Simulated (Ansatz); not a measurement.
## Sn (Fd-3m)

These are results of Ansatz, DFT r2SCAN, scalar-relativistic, plane waves, PAW, not measurements.

Plane waves to 500 eV, a k mesh through Γ of 12×12×12 on the computed 2-atom cell and Gaussian smearing (0.10 eV); no spin polarisation.

The structure is relaxed at this level of theory with its symmetry kept.

```yaml
crystal:
  lattice:
    - [0.00000, 3.28321, 3.28321]
    - [3.28321, 0.00000, 3.28321]
    - [3.28321, 3.28321, 0.00000]
  atoms:
    - { symbol: Sn, position: [0.00000, 0.00000, 0.00000] }
    - { symbol: Sn, position: [0.25000, 0.25000, 0.25000] }
```

```json
{
 "Space group": "Fd-3m (No. 227)",
 "Volume per atom": "35.39 Å³",
 "Formation energy from the elements' standard states (uncorrected)": "0.000 eV/atom",
 "Generalised Kohn–Sham band gap": "zero, with almost no states at the Fermi level",
 "Density of states at the Fermi level": "0.00 states/eV per cell (so small that it hangs on the mesh: a semimetal, or crossings between mesh points)",
 "Löwdin character within 0.5 eV of the Fermi level": "Sn 5p 75 %, Sn 5s 23 %",
 "Bulk modulus": "43 GPa",
 "Its pressure derivative": "4.9",
 "Bader charges (e)": "Sn (2 in the cell) 0.00"
}
```